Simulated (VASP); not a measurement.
The system is HfN.

```xyz
2
Lattice="0.0000 2.2560 2.2560 2.2560 0.0000 2.2560 2.2560 2.2560 0.0000" Properties=species:S:1:pos:R:3 pbc="T T T"
Hf    0.0000    0.0000    0.0000
N     2.2560    2.2560    2.2560
```

| Quantity | Value |
| --- | --- |
| Program | VASP 6.6.1 |
| Task | relaxation of cell and atoms |
| Functional | LDA |
| Potentials or basis | VASP PAW LDA potentials, release 64 (Hf_pv, N) |
| Cutoff | 600 eV |
| k mesh | 8 × 8 × 8 |
| Occupations | fermi-dirac, width 0.05 eV |
| Spin | no spin polarisation |

At the start: pressure -9.3 GPa; volume 11.48 Å³/atom.

**Question.** Where does the relaxation end?

**Answer.** Over 4 steps the energy falls by 11.1 meV/atom and the volume is 11.11 Å³/atom (-3.2 %); space group Fm-3m (No. 225, to 0.05 Å).

The path:
```csv
step,energy change (eV),largest force (eV/Å),pressure (GPa),volume (Å³)
1,0.0000,0.0000,-9.35,22.96
2,0.0753,0.0000,23.38,20.81
3,-0.0222,0.0000,-0.23,22.24
4,-0.0222,0.0000,-0.02,22.23
```

Final structure:
```yaml
crystal:
  lattice:
    - [0.00000, 2.23159, 2.23159]
    - [2.23159, 0.00000, 2.23159]
    - [2.23159, 2.23159, 0.00000]
  atoms:
    - { symbol: Hf, position: [0.00000, 0.00000, 0.00000] }
    - { symbol: N, position: [0.50000, 0.50000, 0.50000] }
```
